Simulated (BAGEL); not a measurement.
**HF/3-21G (density fitting with cc-pvqz-jkfit) run of C3H6O2 (propionic acid)**

Aim: the energy change on altering one bond length of C3H6O2 (propionic acid) at HF/3-21G (density fitting with cc-pvqz-jkfit), from 2 runs. 

The calculation is run with BAGEL 1.2.2.

1 further run of the same task is left out (set aside as unsound or not needed).

### Step 1. The structure to begin with

C3H6O2 has 11 atoms, charge 0, and is taken as a singlet. As SMILES, `CCC(=O)O`. The shape is that of a PBE0-D4/def2-TZVP optimisation. This is one conformer, not always the lowest.

Bond lengths: C1–C2 1.514 Å, C2–C3 1.501 Å, C3–O4 1.201 Å, C3–O5 1.346 Å, C1–H6 1.091 Å, C1–H7 1.091 Å, C1–H8 1.091 Å, C2–H9 1.095 Å, C2–H10 1.095 Å, O5–H11 0.967 Å. Some angles: C1–C2–C3 113.0°, C2–C3–O4 126.0°, C2–C3–O5 111.6°, O4–C3–O5 122.4°, C1–C2–H9 111.8°, C1–C2–H10 111.8°, C3–C2–H9 107.3°, C3–C2–H10 107.3°, C2–C1–H6 111.0°, C2–C1–H7 111.0°.

### Step 2. The energy at HF/3-21G (density fitting with cc-pvqz-jkfit)

File job.json:

```json
{ "bagel" : [

{
  "title" : "molecule",
  "basis" : "3-21g",
  "df_basis" : "cc-pvqz-jkfit",
  "angstrom" : "true",
  "geometry" : [
    { "atom" : "C", "xyz" : [      -0.783540,       1.128090,       0.546590 ] },
    { "atom" : "C", "xyz" : [       0.341270,       0.117580,       0.477050 ] },
    { "atom" : "C", "xyz" : [       0.234880,      -0.799450,      -0.706330 ] },
    { "atom" : "O", "xyz" : [      -0.627890,      -0.777290,      -1.540880 ] },
    { "atom" : "O", "xyz" : [       1.247060,      -1.686370,      -0.738830 ] },
    { "atom" : "H", "xyz" : [      -1.752370,       0.631450,       0.613470 ] },
    { "atom" : "H", "xyz" : [      -0.800920,       1.756460,      -0.344810 ] },
    { "atom" : "H", "xyz" : [      -0.664880,       1.771580,       1.419910 ] },
    { "atom" : "H", "xyz" : [       1.320940,       0.603390,       0.424350 ] },
    { "atom" : "H", "xyz" : [       0.378780,      -0.510780,       1.372740 ] },
    { "atom" : "H", "xyz" : [       1.106680,      -2.234670,      -1.523290 ] }
  ]
},

{ "title" : "hf" },

{ "title" : "print", "file" : "orbitals.molden", "orbitals" : "true" }

]}
```

The run is started by

```sh
BAGEL_NUM_THREADS=1 BAGEL job.json > job.out
```

Log:

```text
* using 1 threads per process

  ===============================================================
  ===============================================================

  *** Geometry ***

  { "atom" : "C", "xyz" : [     -1.480676,      2.131781,      1.032905 ] },
  { "atom" : "C", "xyz" : [      0.644907,      0.222194,      0.901494 ] },
  { "atom" : "C", "xyz" : [      0.443859,     -1.510742,     -1.334770 ] },
  { "atom" : "O", "xyz" : [     -1.186540,     -1.468865,     -2.911841 ] },
  { "atom" : "O", "xyz" : [      2.356602,     -3.186777,     -1.396186 ] },
  { "atom" : "H", "xyz" : [     -3.311499,      1.193268,      1.159290 ] },
  { "atom" : "H", "xyz" : [     -1.513519,      3.319228,     -0.651596 ] },
  { "atom" : "H", "xyz" : [     -1.256441,      3.347801,      2.683241 ] },
  { "atom" : "H", "xyz" : [      2.496215,      1.140242,      0.801905 ] },
  { "atom" : "H", "xyz" : [      0.715790,     -0.965234,      2.594103 ] },
  { "atom" : "H", "xyz" : [      2.091322,     -4.222914,     -2.878601 ] },

  Number of auxiliary basis functions:      836

  Since a DF basis is specified, we compute 2- and 3-index integrals:
    o Being stored without compression. Storage requirement is 0.022 GB

  Number of basis functions:       57
  Number of electrons      :       40

    * METHOD: MOLECULE                             0.61

  *** RHF ***

  === Nuclear Repulsion ===
   179.1587374446

      * DIIS with orbital gradients will be used.

  === RHF iteration (3-21g) ===
      0       -265.16549527          0.02720620           0.07
      1       -265.29185393          0.01734784           0.07
      2       -265.35255198          0.00239139           0.07
      3       -265.35449656          0.00122300           0.07
      4       -265.35493873          0.00027221           0.08
      5       -265.35501042          0.00013420           0.08
      6       -265.35502223          0.00005647           0.08
      7       -265.35502526          0.00001293           0.08
      8       -265.35502532          0.00000606           0.08
      9       -265.35502533          0.00000223           0.08
     10       -265.35502534          0.00000088           0.07
     11       -265.35502534          0.00000021           0.07
     12       -265.35502534          0.00000010           0.07
     13       -265.35502534          0.00000004           0.07
     14       -265.35502534          0.00000002           0.07
     15       -265.35502534          0.00000001           0.07
    * SCF iteration converged.

    * Permanent dipole moment:
           (   -0.401715,    -0.004663,    -0.405684) a.u.

    * METHOD: HF                                   1.35

    * METHOD: PRINT                                0.01

  ===============================================================
```

Wall time 2.1 s (1 thread of Arm Neoverse V2, shared host); peak memory 0.12 GiB.

### Step 3. The distorted shape

File input.json:

```json
{ "bagel" : [

{
  "title" : "molecule",
  "basis" : "3-21g",
  "df_basis" : "cc-pvqz-jkfit",
  "angstrom" : "true",
  "geometry" : [
    { "atom" : "C", "xyz" : [      -1.593270,       1.837614,       0.572590 ] },
    { "atom" : "C", "xyz" : [      -0.468460,       0.827104,       0.503050 ] },
    { "atom" : "C", "xyz" : [      -0.574850,      -0.089926,      -0.680330 ] },
    { "atom" : "O", "xyz" : [      -1.437620,      -0.067766,      -1.514880 ] },
    { "atom" : "O", "xyz" : [       1.247060,      -1.686370,      -0.738830 ] },
    { "atom" : "H", "xyz" : [      -2.562100,       1.340974,       0.639470 ] },
    { "atom" : "H", "xyz" : [      -1.610650,       2.465984,      -0.318810 ] },
    { "atom" : "H", "xyz" : [      -1.474610,       2.481104,       1.445910 ] },
    { "atom" : "H", "xyz" : [       0.511210,       1.312914,       0.450350 ] },
    { "atom" : "H", "xyz" : [      -0.430950,       0.198744,       1.398740 ] },
    { "atom" : "H", "xyz" : [       1.106680,      -2.234670,      -1.523290 ] }
  ]
},

{ "title" : "hf" },

{ "title" : "print", "file" : "orbitals.molden", "orbitals" : "true" }

]}
```

The run is started by

```sh
BAGEL_NUM_THREADS=1 BAGEL input.json > input.out
```

Log:

```text
* using 1 threads per process

  ===============================================================
  ===============================================================

  *** Geometry ***

  { "atom" : "C", "xyz" : [     -3.010844,      3.472587,      1.082038 ] },
  { "atom" : "C", "xyz" : [     -0.885261,      1.563000,      0.950627 ] },
  { "atom" : "C", "xyz" : [     -1.086309,     -0.169936,     -1.285637 ] },
  { "atom" : "O", "xyz" : [     -2.716708,     -0.128059,     -2.862708 ] },
  { "atom" : "O", "xyz" : [      2.356602,     -3.186777,     -1.396186 ] },
  { "atom" : "H", "xyz" : [     -4.841667,      2.534074,      1.208423 ] },
  { "atom" : "H", "xyz" : [     -3.043687,      4.660034,     -0.602464 ] },
  { "atom" : "H", "xyz" : [     -2.786609,      4.688607,      2.732374 ] },
  { "atom" : "H", "xyz" : [      0.966047,      2.481048,      0.851038 ] },
  { "atom" : "H", "xyz" : [     -0.814377,      0.375572,      2.643236 ] },
  { "atom" : "H", "xyz" : [      2.091322,     -4.222914,     -2.878601 ] },

  Number of auxiliary basis functions:      836

  Since a DF basis is specified, we compute 2- and 3-index integrals:
    o Being stored without compression. Storage requirement is 0.022 GB

  Number of basis functions:       57
  Number of electrons      :       40

    * METHOD: MOLECULE                             0.62

  *** RHF ***

  === Nuclear Repulsion ===
   158.6150326599

      * DIIS with orbital gradients will be used.

  === RHF iteration (3-21g) ===
      0       -264.79644374          0.03450765           0.07
      1       -264.58604701          0.04621866           0.07
      2       -265.13157167          0.00732607           0.07
      3       -265.14803011          0.00434917           0.07
      4       -265.15329892          0.00124143           0.07
      5       -265.15442225          0.00066019           0.07
      6       -265.15468943          0.00026583           0.07
      7       -265.15474490          0.00011382           0.07
      8       -265.15475549          0.00003136           0.07
      9       -265.15475598          0.00001542           0.07
     10       -265.15475619          0.00000687           0.07
     11       -265.15475622          0.00000198           0.07
     12       -265.15475622          0.00000081           0.07
     13       -265.15475622          0.00000042           0.07
     14       -265.15475622          0.00000014           0.07
     15       -265.15475622          0.00000005           0.07
     16       -265.15475622          0.00000003           0.07
     17       -265.15475622          0.00000001           0.07
     18       -265.15475622          0.00000001           0.07
    * SCF iteration converged.

    * Permanent dipole moment:
           (    0.688678,    -1.113976,    -0.621735) a.u.

    * METHOD: HF                                   1.55

    * METHOD: PRINT                                0.01

  ===============================================================
```

It took 2.4 s on 1 thread of Arm Neoverse V2, shared host; peak memory 0.12 GiB.

### Step 4. Summary of results

At HF/3-21G (density fitting with cc-pvqz-jkfit):

| quantity | value |
| --- | --- |
| first shape: total energy | -265.35503 Eh |
| first shape: dipole moment | 1.45 D |
| first shape: HOMO energy | -11.97 eV |
| first shape: LUMO energy | 5.16 eV |
| first shape: HOMO–LUMO gap | 17.13 eV |
| distorted shape: total energy | -265.15476 Eh |
| distorted shape: dipole moment | 3.68 D |
| distorted shape: HOMO energy | -8.82 eV |
| distorted shape: LUMO energy | 1.29 eV |
| distorted shape: HOMO–LUMO gap | 10.11 eV |
| energy change with the C3–O5 bond stretched from 1.346 to 2.423 Å | 5.450 eV |

One bond (distorted shape) is far stretched, which a spin-restricted single reference describes badly; a broken-symmetry solution may lie lower. With the C3–O5 bond stretched from 1.346 to 2.423 Å the energy rises by 5.45 eV (526 kJ/mol). The first shape isn't relaxed at this level, so the change isn't measured from a minimum. A restricted reference can't describe the breaking bond well at this length.
